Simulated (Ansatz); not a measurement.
**What a change of settings does: Au (bcc type)**

First run: DFT, PBE, all-electron LAPW, scalar-relativistic (Ansatz 0.2.0).

Command: `ansatz run input.yaml --threads 1 --pin off --max-ram 2048MiB --backend cpu --events-out ev --progress --plain --runs-dir out` It took 23 s on 1 thread of Intel(R) Xeon(R) Platinum 8259CL CPU @ 2.50GHz (Skylake/Cascade Lake), with other jobs on the host, peak memory 0.45 GiB.

```yaml
crystal:
  lattice:
    - [-1.3103972736, 1.3103972736, 1.3103972736]
    - [1.3103972736, -1.3103972736, 1.3103972736]
    - [1.3103972736, 1.3103972736, -1.3103972736]
  atoms:
    - { symbol: Au, position: [0.0, 0.0, 0.0] }
kpoints:
  mp_grid: { grid: [16, 16, 16] }
scf:
  occupations: { method: fermi_dirac, width: 0.08 }
hamiltonian:
  xc: pbe
  pseudopotentials: { kind: all_electron, lapw: { basis_error: 0.001 } }
output:
  forces: true
  stress: true
  eigenvalues: true
  populations: true
```

The cell comes from a relaxation on PAW files under the same functional, begun from a prototype that needn't be the stable phase.

This run: volume at 0.5 of the series' base cell.

It converges in 7 SCF iterations at a pressure of 648.8 GPa.

The input is then changed:

```diff
 scf:
-  occupations: { method: fermi_dirac, width: 0.08 }
+  occupations: { method: gaussian, width: 0.15 }
+  mixing: { algorithm: msr1, beta: 0.7, ndim: 4 }
+  n_extra_bands: 16
 hamiltonian:
```

**Question.** What does the second run give?

**Answer.** It converges in 7 SCF iterations at a pressure of 648.9 GPa, free energy +0.7 meV/atom against the first run's.
